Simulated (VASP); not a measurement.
A run of VASP 6.6.1 is set up as follows.

INCAR

```
PREC = Accurate
ENCUT = 600
EDIFF = 1E-8
ISMEAR = 0
SIGMA = 0.03
LREAL = False
LASPH = True
NELM = 80
ALGO = Normal
ISIF = 2
LWAVE = False
LCHARG = False
GGA = PS
LEPSILON = True
KPAR = 2
```

The input KPOINTS:

```
regular mesh
0
Gamma
  12 12 7
```

File POSCAR:

```
PbI2                                    
1.0
    4.5421450964      0.0000000000     -0.0000000000
   -2.2710725482      3.9336130412      0.0000000000
   -0.0000000000      0.0000000000      7.0652566942
  Pb              I             
     1     2
Direct
     1.0000000000000000    0.0000000000000000    0.0000000000000000
     0.3333333332999970    0.6666666667000030    0.2635582040620797
     0.6666666667000030    0.3333333332999970    0.7364417959379204
```

Potentials or basis: VASP PAW PBE potentials, release 64 (Pb_d, I).

Launch:

```console
$ cat potpaw_PBE.64/Pb_d/POTCAR potpaw_PBE.64/I/POTCAR > POTCAR
$ mpirun -np 2 vasp_std > vasp.out
```

(1) Estimate the electronic dielectric tensor (diagonal).

(2) What does it give for the Born charges (mean of the diagonal)?

(3) Estimate the band gap on the k mesh.

Answers

(1) 6.81, 6.81, 4.98.

(2) Pb +3.29; I -1.65 e.

(3) 2.19 eV, direct.

Caveat: spin-orbit coupling is left out, which as a rule narrows the gap of such compounds by several tenths of an eV; an odd mesh through Γ misses points on the zone boundary, where band edges often lie.
